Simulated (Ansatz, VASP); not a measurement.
# Zr2Ni: VASP beside Ansatz, part 2 of 3

Aim: how closely do two programs agree when they are given the same cell, functional and k mesh? The structure shown comes from an earlier Ansatz run, which isn't shown and may have moved the atoms alone.

VASP 6.6.1 and Ansatz 0.2.0.

So far: The structure; Ansatz: elastic constants, PBEsol.

## 3. VASP: elastic constants, PBEsol

Level of this step: PBEsol, no spin polarisation; plane waves and PAW (Zr_sv, Ni) (VASP).

The same cell, functional, mesh and smearing now go to VASP, with its own data sets.

Lines of VASP's logs that name or quote its potential files are left out, and so is its time.

File INCAR:

```
SYSTEM = Zr2Ni
PREC = Accurate
ENCUT = 600
EDIFF = 1E-08
NELM = 120
ISMEAR = 0
SIGMA = 0.05
LREAL = .FALSE.
ALGO = Normal
GGA = PS
NBANDS = 42
LASPH = .TRUE.
LORBIT = 11
LWAVE = .FALSE.
LCHARG = .FALSE.
ISIF = 3
IBRION = 6
NFREE = 2
POTIM = 0.015
NSW = 1
GGA_COMPAT = .FALSE.
KPAR = 2
```

File POSCAR:

```
Zr2Ni
1.0
   -3.2141582474      3.2141582474      2.5634472775
    3.2141582474     -3.2141582474      2.5634472775
    3.2141582474      3.2141582474     -2.5634472775
Zr Ni
4 2
Direct
    0.6624717133      0.1624717133      0.8249434266
    0.1624717133      0.3375282867      0.5000000000
    0.3375282867      0.8375282867      0.1750565735
    0.8375282867      0.6624717133      0.5000000000
    0.2500000000      0.2500000000      0.0000000000
    0.7500000000      0.7500000000      0.0000000000
```

File KPOINTS:

```
Automatic mesh
0
Gamma
6 6 6
0 0 0
```

PAW data sets: Zr_sv and Ni (PBE family, release 64).

Launch:

```bash
mpirun -np 2 vasp_std
```

What it wrote:

```text
[banner, memory and clock lines left out]
running    2 mpi-ranks, on    1 nodes
 distrk:  each k-point on    1 cores,    2 groups
 distr:  one band on    1 cores,    1 groups

 POSCAR found type information on POSCAR ZrNi
 POSCAR found :  2 types and       6 ions
|                                                                             |
|               ----> ADVICE to this user running VASP <----                  |
|                                                                             |
|     You enforced a specific xc type in the INCAR file but a different       |
|     [... a line on the potential file left out ...]
|     I HOPE YOU KNOW WHAT YOU ARE DOING!                                     |
|                                                                             |

 LDA part: xc-table for (Slater+PW92), standard interpolation
 POSCAR, INCAR and KPOINTS ok, starting setup
 FFT: planning ... GRIDC
 FFT: planning ... GRID_SOFT
 FFT: planning ... GRID
 WAVECAR not read
 entering main loop
       N       E                     dE             d eps       ncg     rms          rms(c)
DAV:   1     0.923051743251E+03    0.92305E+03   -0.35567E+04  2520   0.202E+03
DAV:   2     0.524843454797E+02   -0.87057E+03   -0.84956E+03  2818   0.547E+02
DAV:   3    -0.443795566104E+02   -0.96864E+02   -0.91451E+02  3698   0.174E+02
DAV:   4    -0.549528341077E+02   -0.10573E+02   -0.10367E+02  3768   0.482E+01
DAV:   5    -0.556570277393E+02   -0.70419E+00   -0.70335E+00  4288   0.112E+01    0.363E+01
DAV:   6    -0.714377481743E+02   -0.15781E+02   -0.16842E+02  2938   0.151E+02    0.425E+01
DAV:   7    -0.511643746537E+02    0.20273E+02   -0.53690E+01  3570   0.565E+01    0.118E+01
DAV:   8    -0.520135048612E+02   -0.84913E+00   -0.18884E+01  3558   0.353E+01    0.159E+01
DAV:   9    -0.507583129589E+02    0.12552E+01   -0.96119E+00  4040   0.307E+01    0.451E+00
DAV:  10    -0.507410119197E+02    0.17301E-01   -0.68836E-01  3478   0.458E+00    0.290E+00
DAV:  11    -0.507070681943E+02    0.33944E-01   -0.78666E-02  3436   0.209E+00    0.157E+00
DAV:  12    -0.506890125292E+02    0.18056E-01   -0.47604E-02  3888   0.218E+00    0.334E-01
DAV:  13    -0.506892568537E+02   -0.24432E-03   -0.58027E-03  3718   0.294E-01    0.257E-01
DAV:  14    -0.506888521235E+02    0.40473E-03   -0.11158E-03  3596   0.339E-01    0.767E-02
DAV:  15    -0.506888278990E+02    0.24224E-04   -0.15402E-04  3902   0.758E-02    0.533E-02
DAV:  16    -0.506888263017E+02    0.15973E-05   -0.17559E-05  3490   0.314E-02    0.345E-02
DAV:  17    -0.506888190730E+02    0.72287E-05   -0.10259E-05  3902   0.333E-02    0.146E-02
DAV:  18    -0.506888177101E+02    0.13628E-05   -0.41697E-06  3524   0.128E-02    0.292E-03
DAV:  19    -0.506888176867E+02    0.23439E-07   -0.43403E-07  3806   0.337E-03    0.229E-03
DAV:  20    -0.506888176090E+02    0.77677E-07   -0.14434E-07  3010   0.376E-03    0.571E-04
DAV:  21    -0.506888176618E+02   -0.52808E-07   -0.15837E-08  1888   0.714E-04    0.316E-04
DAV:  22    -0.506888176739E+02   -0.12091E-07   -0.36958E-09  1560   0.738E-04    0.493E-05
DAV:  23    -0.506888176778E+02   -0.38926E-08   -0.11569E-09  1520   0.317E-04
   1 F= -.50688818E+02 E0= -.50685030E+02  d E =-.757453E-02
[... from here on, the cycles between the ionic steps are left out ...]
   2 F= -.50676103E+02 E0= -.50672118E+02  d E =-.797052E-02
  15 F= -.50688000E+02 E0= -.50684275E+02  d E =-.745097E-02
  16 F= -.50687983E+02 E0= -.50684193E+02  d E =-.757996E-02
  17 F= -.50687983E+02 E0= -.50684193E+02  d E =-.757996E-02
  18 F= -.50688116E+02 E0= -.50684324E+02  d E =-.758392E-02
  19 F= -.50688116E+02 E0= -.50684324E+02  d E =-.758394E-02
  20 F= -.50688030E+02 E0= -.50684239E+02  d E =-.758159E-02
 Finite differences progress:
  Degree of freedom:  10/ 10
  Displacement:        1/  2
  Total:              19/ 20
 bond charge predicted
       N       E                     dE             d eps       ncg     rms          rms(c)
DAV:   1    -0.506872303607E+02    0.79987E-03   -0.31670E+00  3220   0.576E+00    0.229E-01
DAV:   2    -0.506893541398E+02   -0.21238E-02   -0.27838E-02  4060   0.140E+00    0.352E-01
DAV:   3    -0.506884960376E+02    0.85810E-03   -0.41824E-03  4522   0.972E-01    0.138E-01
DAV:   4    -0.506882202782E+02    0.27576E-03   -0.14818E-03  4014   0.381E-01    0.149E-01
DAV:   5    -0.506880950150E+02    0.12526E-03   -0.10648E-03  4492   0.463E-01    0.879E-02
DAV:   6    -0.506880305644E+02    0.64451E-04   -0.20913E-04  4038   0.260E-01    0.104E-02
DAV:   7    -0.506880303118E+02    0.25260E-06   -0.20077E-05  3822   0.282E-02    0.470E-03
DAV:   8    -0.506880302638E+02    0.47981E-07   -0.20515E-06  4138   0.175E-02    0.242E-03
DAV:   9    -0.506880302413E+02    0.22528E-07   -0.28236E-07  3842   0.717E-03    0.574E-04
DAV:  10    -0.506880302442E+02   -0.29377E-08   -0.27259E-08  2616   0.179E-03
  21 F= -.50688030E+02 E0= -.50684239E+02  d E =-.758154E-02
 Finite differences progress:
  Degree of freedom:  10/ 10
  Displacement:        2/  2
  Total:              20/ 20
```

OUTCAR, selected parts (step 3):

```text
ion  position               nearest neighbor table
   1  0.662  0.162  0.825-   5 2.73   6 2.73   5 2.73   6 2.73   3 2.95   3 3.02   3 3.02   4 3.31
                             2 3.31   2 3.31   4 3.31   4 3.41   2 3.41   2 3.41   4 3.41
   2  0.162  0.338  0.500-   6 2.73   5 2.73   5 2.73   6 2.73   4 2.95   4 3.02   4 3.02   3 3.31
                             3 3.31   1 3.31   1 3.31   3 3.41   1 3.41   1 3.41   3 3.41
   3  0.338  0.838  0.175-   5 2.73   6 2.73   5 2.73   6 2.73   1 2.95   1 3.02   1 3.02   2 3.31
                             4 3.31   4 3.31   2 3.31   4 3.41   2 3.41   4 3.41   2 3.41
   4  0.838  0.662  0.500-   5 2.73   6 2.73   6 2.73   5 2.73   2 2.95   2 3.02   2 3.02   3 3.31
                             3 3.31   1 3.31   1 3.31   3 3.41   1 3.41   1 3.41   3 3.41
   5  0.250  0.250  0.000-   6 2.56   6 2.56   2 2.73   4 2.73   2 2.73   4 2.73   1 2.73   1 2.73
                             3 2.73   3 2.73
   6  0.750  0.750  0.000-   5 2.56   5 2.56   4 2.73   2 2.73   4 2.73   1 2.73   2 2.73   1 2.73
                             3 2.73   3 2.73

  LATTYP: Found a body centered tetragonal cell.
 ALAT       =     6.4283164948
 C/A-ratio  =     0.7975485587

 Subroutine GETGRP returns: Found 16 space group operations
 (whereof  8 operations were pure point group operations)

The static configuration has the point symmetry C_4h.
 The point group associated with its full space group is D_4h.

 Found     30 irreducible k-points:

   k-points           NKPTS =     30   k-points in BZ     NKDIM =     30   number of bands    NBANDS=     42

   dimension x,y,z NGX =    42 NGY =   42 NGZ =   42
   dimension x,y,z NGXF=    84 NGYF=   84 NGZF=   84

   ENCUT  =  600.0 eV  44.10 Ry    6.64 a.u.  10.42 10.42 10.42*2*pi/ulx,y,z

   NELECT =      68.0000    total number of electrons

 k-points in reciprocal lattice and weights: Automatic mesh
   0.00000000  0.00000000  0.00000000       0.005
   0.16666667  0.00000000  0.00000000       0.037
   0.33333333 -0.00000000  0.00000000       0.037
   0.50000000  0.00000000  0.00000000       0.019
   0.16666667  0.16666667 -0.00000000       0.037
   0.33333333  0.16666667  0.00000000       0.074
   0.50000000  0.16666667 -0.00000000       0.074
  -0.33333333  0.16666667 -0.00000000       0.074
  -0.16666667  0.16666667  0.00000000       0.019
[...]
-0.33333333 -0.33333333  0.33333333       0.009
   0.50000000  0.50000000  0.50000000       0.005

 average (electrostatic) potential at core
       1 -73.1823       2 -73.1823       3 -73.1823       4 -73.1823       5 -81.5968
       6 -81.5966

 E-fermi :   9.6669

 k-point     1 :       0.0000    0.0000    0.0000
  band No.  band energies     occupation
    ...
     29       8.7099      2.00000
     30       8.7099      2.00000
     31       8.8150      2.00000
     32       9.4830      2.00000
     33       9.4830      2.00000
     34       9.6918      0.48104
     35       9.8020      0.00013
     36      10.0708      0.00000
     37      10.0708      0.00000
     38      10.3503      0.00000
    ...

 k-point     2 :       0.1667    0.0000    0.0000
  band No.  band energies     occupation
    ...
     30       8.7754      2.00000
     31       8.8668      2.00000
     32       8.8788      2.00000
     33       9.1815      2.00000
     34       9.2631      2.00000
     35      10.0390      0.00000
     36      10.2447      0.00000
     37      10.3015      0.00000
     38      10.9459      0.00000
     39      11.2795      0.00000
    ...

 k-point     3 :       0.3333   -0.0000    0.0000
  band No.  band energies     occupation
    ...
     29       7.9162      2.00000
     30       8.3222      2.00000
     31       8.9923      2.00000
     32       9.0273      2.00000
     33       9.0363      2.00000
     34       9.7250      0.10055
     35      10.0512      0.00000
     36      10.2406      0.00000
     37      10.4990      0.00000
     38      10.6556      0.00000
    ...

 Eigenvectors and eigenvalues of the dynamical matrix
 ----------------------------------------------------

   1 f  =    6.817144 THz    42.833380 2PiTHz  227.395454 cm-1    28.193430 meV
             X         Y         Z           dx          dy          dz
      1.044420  4.258578  0.000000     0.138844   -0.138844    0.000000
      2.169739  1.044420  0.000000     0.138844    0.138844   -0.000000
      2.169739 -1.044420  2.563447    -0.138844    0.138844   -0.000000
      1.044420  2.169739  2.563447    -0.138844   -0.138844    0.000000
      0.000000  0.000000  1.281724     0.000000   -0.000000    0.650300
      0.000000  0.000000  3.845171     0.000000    0.000000   -0.650300

   2 f  =    6.239303 THz    39.202697 2PiTHz  208.120748 cm-1    25.803672 meV
             X         Y         Z           dx          dy          dz
      1.044420  4.258578  0.000000     0.015396   -0.141303    0.000000
      2.169739  1.044420  0.000000     0.324444    0.353544    0.000000
      2.169739 -1.044420  2.563447     0.015396   -0.141303   -0.000000
      1.044420  2.169739  2.563447     0.324444    0.353544   -0.000000
      0.000000  0.000000  1.281724    -0.423697   -0.264613    0.000000
      0.000000  0.000000  3.845171    -0.423697   -0.264613   -0.000000

   3 f  =    6.239303 THz    39.202697 2PiTHz  208.120748 cm-1    25.803672 meV
             X         Y         Z           dx          dy          dz
      1.044420  4.258578  0.000000    -0.353544    0.324444    0.000000
      2.169739  1.044420  0.000000     0.141303    0.015396   -0.000000
      2.169739 -1.044420  2.563447    -0.353544    0.324444   -0.000000
      1.044420  2.169739  2.563447     0.141303    0.015396    0.000000
      0.000000  0.000000  1.281724     0.264613   -0.423697    0.000000
      0.000000  0.000000  3.845171     0.264613   -0.423697   -0.000000

   4 f  =    5.877428 THz    36.928968 2PiTHz  196.049888 cm-1    24.307077 meV
             X         Y         Z           dx          dy          dz
      1.044420  4.258578  0.000000     0.000000    0.000000    0.354522
      2.169739  1.044420  0.000000    -0.000000    0.000000    0.304526
      2.169739 -1.044420  2.563447    -0.000000   -0.000000   -0.354522
      1.044420  2.169739  2.563447     0.000000   -0.000000   -0.304526
      0.000000  0.000000  1.281724     0.529119   -0.040139   -0.000000
      0.000000  0.000000  3.845171    -0.529119    0.040139   -0.000000

   5 f  =    5.877428 THz    36.928968 2PiTHz  196.049888 cm-1    24.307077 meV
             X         Y         Z           dx          dy          dz
      1.044420  4.258578  0.000000    -0.000000   -0.000000    0.304526
      2.169739  1.044420  0.000000     0.000000   -0.000000   -0.354522
      2.169739 -1.044420  2.563447     0.000000    0.000000   -0.304526
      1.044420  2.169739  2.563447    -0.000000    0.000000    0.354522
      0.000000  0.000000  1.281724    -0.040139   -0.529119   -0.000000
      0.000000  0.000000  3.845171     0.040139    0.529119    0.000000

   6 f  =    5.578073 THz    35.048064 2PiTHz  186.064474 cm-1    23.069044 meV
             X         Y         Z           dx          dy          dz
      1.044420  4.258578  0.000000     0.353553    0.353553   -0.000000
      2.169739  1.044420  0.000000    -0.353553    0.353553   -0.000000
      2.169739 -1.044420  2.563447    -0.353553   -0.353553    0.000000
      1.044420  2.169739  2.563447     0.353553   -0.353553    0.000000
      0.000000  0.000000  1.281724    -0.000000   -0.000000   -0.000000
      0.000000  0.000000  3.845171     0.000000    0.000000    0.000000

   7 f  =    4.856537 THz    30.514524 2PiTHz  161.996649 cm-1    20.085016 meV
             X         Y         Z           dx          dy          dz
      1.044420  4.258578  0.000000    -0.353553   -0.353553    0.000000
      2.169739  1.044420  0.000000    -0.353553    0.353553   -0.000000
      2.169739 -1.044420  2.563447     0.353553    0.353553    0.000000
      1.044420  2.169739  2.563447     0.353553   -0.353553   -0.000000
      0.000000  0.000000  1.281724    -0.000000   -0.000000    0.000000
      0.000000  0.000000  3.845171     0.000000    0.000000    0.000000

   8 f  =    4.588632 THz    28.831224 2PiTHz  153.060284 cm-1    18.977048 meV
             X         Y         Z           dx          dy          dz
      1.044420  4.258578  0.000000     0.000000    0.000000   -0.051251
      2.169739  1.044420  0.000000     0.000000   -0.000000    0.528159
      2.169739 -1.044420  2.563447    -0.000000    0.000000    0.051251
      1.044420  2.169739  2.563447    -0.000000    0.000000   -0.528159
      0.000000  0.000000  1.281724    -0.297008   -0.360844    0.000000
      0.000000  0.000000  3.845171     0.297008    0.360844    0.000000

   9 f  =    4.588632 THz    28.831224 2PiTHz  153.060284 cm-1    18.977048 meV
             X         Y         Z           dx          dy          dz
      1.044420  4.258578  0.000000     0.000000    0.000000   -0.528159
      2.169739  1.044420  0.000000    -0.000000   -0.000000   -0.051251
      2.169739 -1.044420  2.563447     0.000000    0.000000    0.528159
      1.044420  2.169739  2.563447    -0.000000    0.000000    0.051251
      0.000000  0.000000  1.281724     0.360844   -0.297008   -0.000000
      0.000000  0.000000  3.845171    -0.360844    0.297008   -0.000000

  10 f  =    4.554891 THz    28.619222 2PiTHz  151.934797 cm-1    18.837506 meV
             X         Y         Z           dx          dy          dz
      1.044420  4.258578  0.000000     0.000000   -0.000000   -0.246817
      2.169739  1.044420  0.000000     0.000000    0.000000   -0.246817
      2.169739 -1.044420  2.563447    -0.000000    0.000000   -0.246817
      1.044420  2.169739  2.563447    -0.000000   -0.000000   -0.246817
      0.000000  0.000000  1.281724     0.000000    0.000000    0.614949
      0.000000  0.000000  3.845171    -0.000000    0.000000    0.614949

  11 f  =    4.517228 THz    28.382578 2PiTHz  150.678496 cm-1    18.681744 meV
             X         Y         Z           dx          dy          dz
      1.044420  4.258578  0.000000    -0.000000   -0.000000   -0.500000
      2.169739  1.044420  0.000000    -0.000000   -0.000000    0.500000
      2.169739 -1.044420  2.563447    -0.000000    0.000000   -0.500000
      1.044420  2.169739  2.563447     0.000000   -0.000000    0.500000
      0.000000  0.000000  1.281724     0.000000   -0.000000   -0.000000
      0.000000  0.000000  3.845171    -0.000000    0.000000   -0.000000

  12 f  =    4.290846 THz    26.960180 2PiTHz  143.127214 cm-1    17.745505 meV
             X         Y         Z           dx          dy          dz
      1.044420  4.258578  0.000000    -0.353553    0.353553   -0.000000
      2.169739  1.044420  0.000000     0.353553    0.353553    0.000000
      2.169739 -1.044420  2.563447     0.353553   -0.353553   -0.000000
      1.044420  2.169739  2.563447    -0.353553   -0.353553    0.000000
      0.000000  0.000000  1.281724    -0.000000   -0.000000    0.000000
      0.000000  0.000000  3.845171    -0.000000    0.000000    0.000000

  13 f  =    4.109457 THz    25.820479 2PiTHz  137.076728 cm-1    16.995341 meV
             X         Y         Z           dx          dy          dz
      1.044420  4.258578  0.000000     0.325150   -0.325150    0.000000
      2.169739  1.044420  0.000000     0.325150    0.325150    0.000000
      2.169739 -1.044420  2.563447    -0.325150    0.325150    0.000000
      1.044420  2.169739  2.563447    -0.325150   -0.325150    0.000000
      0.000000  0.000000  1.281724     0.000000   -0.000000   -0.277687
      0.000000  0.000000  3.845171     0.000000   -0.000000    0.277687
    [... 43 further lines ...]
      0.000000  0.000000  1.281724     0.000000   -0.000000    0.349052
      0.000000  0.000000  3.845171     0.000000   -0.000000    0.349052

 ELASTIC MODULI CONTR FROM IONIC RELAXATION (kBar)
 Direction    XX          YY          ZZ          XY          YZ          ZX
 --------------------------------------------------------------------------------
 XX          -3.4186      3.3440     -1.8243     -0.0000      0.0000      0.0000
 YY           3.3440     -3.4186     -1.8243      0.0000     -0.0000     -0.0000
 ZZ          -1.8243     -1.8243    -89.1855     -0.0000     -0.0000      0.0000
 XY          -0.0000      0.0000     -0.0000    -75.5135     -0.0000      0.0000
 YZ           0.0000     -0.0000      0.0000     -0.0000    -10.7788      0.0000
 ZX           0.0000     -0.0000      0.0000      0.0000      0.0000    -10.7789
 --------------------------------------------------------------------------------

 TOTAL ELASTIC MODULI (kBar)
 Direction    XX          YY          ZZ          XY          YZ          ZX
 --------------------------------------------------------------------------------
 XX        1778.9044   1285.0460   1006.9779     -0.0000      0.0000      0.0000
 YY        1285.0460   1778.9044   1006.9779      0.0000     -0.0000     -0.0000
 ZZ        1006.9779   1006.9779   1686.3164     -0.0000     -0.0000      0.0000
 XY          -0.0000      0.0000     -0.0000     57.2474     -0.0000      0.0000
 YZ           0.0000     -0.0000      0.0000     -0.0000    323.9451      0.0000
 ZX           0.0000     -0.0000      0.0000      0.0000      0.0000    323.9451
 --------------------------------------------------------------------------------

 total charge
# of ion       s       p       d       tot
------------------------------------------
    1        2.234   5.964   1.698   9.896
    2        2.234   5.964   1.698   9.896
    3        2.234   5.964   1.698   9.896
    4        2.234   5.964   1.698   9.896
    5        0.601   0.480   8.339   9.419
    6        0.601   0.480   8.339   9.419
--------------------------------------------------
tot         10.137  24.815  23.470  58.423

[... 1 further part left out ...]
```

CONTCAR:

```
Zr2Ni
   1.00000000000000
    -3.2141582473999999    3.2141582473999999    2.5634472774999999
     3.2141582473999999   -3.2141582473999999    2.5634472774999999
     3.2141582473999999    3.2141582473999999   -2.5634472774999999
  Zr              Ni
     4     2
Direct
     0.6624717133000004    0.1624717133000004    0.8249434266000009
     0.1624717133000004    0.3375282866999996    0.5000000000000000
     0.3375282866999996    0.8375282866999996    0.1750565735000009
     0.8375282866999996    0.6624717133000004    0.5000000000000000
     0.2470742522907222    0.2470742522907222    0.0000000000000000
     0.7500000000000000    0.7500000000000000    0.0000000000000000
```

This run has no spin polarisation, so a moment on Ni, if there is one, isn't seen. The last energy, forces, stress and levels in OUTCAR belong to the last displaced cell, not to the cell of POSCAR. The k-mesh is coarse for a metal.

Levels, forces or a CONTCAR printed for this step are those of its last displaced cell, not of the structure at rest.

[end of part 2 of 3]

[Lines on the potential files, build, host, timing and source positions are cut from VASP's logs without a mark.]

[Logs are printed without paths, hosts, clocks, repeated set-up lines and the standing remarks that a program may print on its own settings, such as how far it seeks lower states.]

[Hosts, paths, dates, database ids (printed as entryN), source tags and the programs' standing remarks are cut or masked in the printed files.]
